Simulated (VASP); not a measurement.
# Tb (P6_3/mmc) in VASP: reference runs

Aim: a first look at Tb with PBE, on the cell as given.

Program: VASP 6.6.1. These are calculated values, not measurements. Logs are shortened: lines on timing, memory, paths and dates and some standing lists are left out, and cuts for length are marked.

### 1 Starting point

It takes space group P6_3/mmc (No. 194, hexagonal). Conventional cell: a = 3.601 Å, b = 3.601 Å, c = 5.694 Å, α = 90.00°, β = 90.00°, γ = 120.00°. Tb (site symmetry -6m2) is surrounded by 12 Tb at 3.53 to 3.60 Å.

### 2 Single point, PBE, collinear spin, ferromagnetic start

INCAR reads:

```
SYSTEM = Tb
PREC = Accurate ; ENCUT = 520
EDIFF = 1E-7 ; ISMEAR = -1
SIGMA = 0.05 ; LREAL = .False.
LASPH = .True. ; NELM = 100
ALGO = Normal ; ISIF = 2
LWAVE = .False. ; LCHARG = .False.
ISPIN = 2 ; MAGMOM = 6 6
LORBIT = 11 ; LMAXMIX = 6
GGA = PE ; NBANDS = 30
```

KPOINTS reads:

```
Automatic mesh
0
Gamma
  9 9 5
  0 0 0
```

POSCAR reads:

```
Tb
1.0
    3.6010000000      0.0000000000      0.0000000000
   -1.8005000000      3.1185574790      0.0000000000
    0.0000000000      0.0000000000      5.6936000000
Tb
2
Direct
    0.6666666667      0.3333333333      0.7500000000
    0.3333333333      0.6666666667      0.2500000000
```

Potentials or basis: VASP PAW PBE potentials, release 64 (Tb).

Launch:

```sh
$ cat potpaw_PBE.64/Tb/POTCAR > POTCAR
$ mpirun -np 1 vasp_std > vasp.out
```

OUTCAR:

```text
SYSTEM = Tb
   PREC = Accurate
   ENCUT = 520
   EDIFF = 1E-7
   ISMEAR = -1
   LREAL = .False.
   LASPH = .True.
   NELM = 100
   ISIF = 2
   ISPIN = 2
   LORBIT = 11
   GGA = PE

 ion  position               nearest neighbor table
   1  0.667  0.333  0.750-   2 3.53   2 3.53   2 3.53   2 3.53   2 3.53   2 3.53
   2  0.333  0.667  0.250-   1 3.53   1 3.53   1 3.53   1 3.53   1 3.53   1 3.53

  LATTYP: Found a hexagonal cell.
 ALAT       =     3.6010000000
 C/A-ratio  =     1.5811163566

  Lattice vectors:

 A1 = (   3.6010000000,   0.0000000000,   0.0000000000)
 A2 = (  -1.8005000000,   3.1185574790,   0.0000000000)
 A3 = (   0.0000000000,   0.0000000000,   5.6936000000)

Analysis of symmetry for initial positions (statically):
=====================================================================
 Subroutine PRICEL returns:
 Original cell was already a primitive cell.

 Routine SETGRP: Setting up the symmetry group for a
 hexagonal supercell.

 Subroutine GETGRP returns: Found 24 space group operations
 (whereof 12 operations were pure point group operations)
 out of a pool of 24 trial point group operations.

The static configuration has the point symmetry D_3d.
 The point group associated with its full space group is D_6h.

Analysis of symmetry for dynamics (positions and initial velocities):
=====================================================================
 Subroutine PRICEL returns:
 Original cell was already a primitive cell.

 Routine SETGRP: Setting up the symmetry group for a
 hexagonal supercell.

 Subroutine GETGRP returns: Found 24 space group operations
 (whereof 12 operations were pure point group operations)
 out of a pool of 24 trial point group operations.

The dynamic configuration has the point symmetry D_3d.
 The point group associated with its full space group is D_6h.

Analysis of structural, dynamic, and magnetic symmetry:
=====================================================================
 Subroutine PRICEL returns:
 Original cell was already a primitive cell.

 Routine SETGRP: Setting up the symmetry group for a
 hexagonal supercell.

 Subroutine GETGRP returns: Found 24 space group operations
 (whereof 12 operations were pure point group operations)
 out of a pool of 24 trial point group operations.

[... 119 lines left out ...]
   IMIX   =      4    mixing-type and parameters
     AMIX     =   0.40;   BMIX     =  1.00
     AMIX_MAG =   1.60;   BMIX_MAG =  1.00
  volume/ion in A,a.u.               =      31.97       215.74
  Fermi-wavevector in a.u.,A,eV,Ry     =   1.376411  2.601039 25.776330  1.894507
  Thomas-Fermi vector in A             =   2.501658
   LORBIT       =     11    0 simple, 1 ext, 2 COOP (PROOUT), +10 PAW based schemes
   GGA     = PE    functional components
   LHFCALC =     F    Hartree Fock is set to
   AEXX    =    0.0000 exact exchange contribution
   IVDW    =     0    specifies the selected vdW correction
   LEPSILON=     F    determine dielectric tensor
   LRPA    =     F    only Hartree local field effects (RPA)
 spin polarized calculation
  energy-cutoff  :      520.00
  volume of cell :       63.94
 maximum number of plane-waves:      1743
 NGX is ok and might be reduce to    28
   NGX = 13   NGY = 13   NGZ = 21

 number of electron      38.0000001 magnetization      12.1398414

 Free energy of the ion-electron system (eV)
  ---------------------------------------------------
  ext. energy  EPLUGINS =         0.00000000
  ---------------------------------------------------
  free energy    TOTEN  =       -18.93424518 eV

  energy without entropy =      -18.76152841  energy(sigma->0) =      -18.84788679

 E-fermi :   2.8864     XC(G=0): -10.1119

 val. band max:        2.8853295192   @ k =   0.2222   0.2222   0.2000
 cond. band min:       2.8866391330   @ k =   0.2222   0.0000   0.0000
 fundamental gap:      0.0013096138
 Fermi energy:         2.8864001279

 spin component 1

 k-point     1 :       0.0000    0.0000    0.0000
  band No.  band energies     occupation
      1     -43.2953      1.00000
      2     -43.2247      1.00000
      3     -20.3875      1.00000
      4     -19.6321      1.00000
      5     -19.5967      1.00000
      6     -19.5966      1.00000
[... 781 lines left out ...]
     29       5.4241      0.00000
     30       7.4096      0.00000

 [... further k-points ...]

 spin component 2

 k-point     1 :       0.0000    0.0000    0.0000
  band No.  band energies     occupation
      1     -40.6947      1.00000
      2     -40.6085      1.00000
      3     -18.5461      1.00000
      4     -17.7066      1.00000
      5     -17.7066      1.00000
      6     -17.6493      1.00000
[... 781 lines left out ...]
     29       6.1025      0.00000
     30       8.3194      0.00000

 [... further k-points ...]

------------------------ aborting loop because EDIFF is reached ----------------------------------------

  FORCE on cell =-STRESS in cart. coord.  units (eV):
  Direction    XX          YY          ZZ          XY          YZ          ZX
  --------------------------------------------------------------------------------------
  -------------------------------------------------------------------------------------
  Total       -0.0222758     -0.0222758      0.3276206      0.0000000     -0.0000000      0.0000000
  in kB       -0.5581877     -0.5581877      8.2095243      0.0000000     -0.0000000      0.0000000
  external PRESSURE =       2.3643830 kB  Pullay stress =       0.0000000 kB

 VOLUME and BASIS-vectors are now :
 -----------------------------------------------------------------------------
  energy-cutoff  :      520.00
  volume of cell :       63.94
      direct lattice vectors                 reciprocal lattice vectors
     3.601000000  0.000000000  0.000000000     0.277700639  0.160330539  0.000000000
    -1.800500000  3.118557479  0.000000000     0.000000000  0.320661077  0.000000000
     0.000000000  0.000000000  5.693600000     0.000000000  0.000000000  0.175635802

 POSITION                                       TOTAL-FORCE (eV/Angst)
 -----------------------------------------------------------------------------------
      1.80050      1.03952      4.27020        -0.000000      0.000000      0.000000
     -0.00000      2.07904      1.42340         0.000000     -0.000000      0.000000
 -----------------------------------------------------------------------------------
    total drift:                               -0.000000      0.000000     -0.000000

  FREE ENERGIE OF THE ION-ELECTRON SYSTEM (eV)
  ---------------------------------------------------
  free  energy   TOTEN  =       -18.9342451792 eV

  energy  without entropy=      -18.7615284054  energy(sigma->0) =      -18.84788679

 total charge

# of ion       s       p       d       f       tot
--------------------------------------------------
    1        2.087   5.598   0.521   8.097  16.303
    2        2.087   5.598   0.521   8.097  16.303
--------------------------------------------------
tot          4.175  11.197   1.042  16.193  32.607

 magnetization (x)

# of ion       s       p       d       f       tot
--------------------------------------------------
    1        0.002  -0.041   0.108   5.707   5.776
    2        0.002  -0.041   0.108   5.707   5.776
--------------------------------------------------
tot          0.004  -0.082   0.215  11.415  11.552
```

stdout:

```text
POSCAR found type information on POSCAR Tb
 POSCAR found :  1 types and       2 ions
 scaLAPACK will be used
 LDA part: xc-table for (Slater+PW92), standard interpolation
 POSCAR, INCAR and KPOINTS ok, starting setup
 FFT: planning ... GRIDC
 FFT: planning ... GRID_SOFT
 FFT: planning ... GRID
 WAVECAR not read
 entering main loop
```

Wall time 12 min (1 thread of Intel Xeon Platinum 8488C (Sapphire Rapids), shared host); peak memory 0.28 GiB.

Results:

| Quantity | Value |
| --- | --- |
| Free energy | -18.9342 eV |
| Pressure | 0.2 GPa |
| Band gap on the k mesh | none (metal or under the smearing width) |
| Net moment | 12.14 μB per cell |
| Site moments | Tb +5.78 μB |
| Valence electrons inside the program's atomic spheres | Tb 16.30 |

Stress tensor (GPa, compression positive):
```
-0.06  0.00  0.00
 0.00 -0.06  0.00
 0.00  0.00  0.82
```

Caveat: the magnetic or orbital state may not be the lowest; spin-orbit coupling is left out, which moves the levels of the heavy elements.
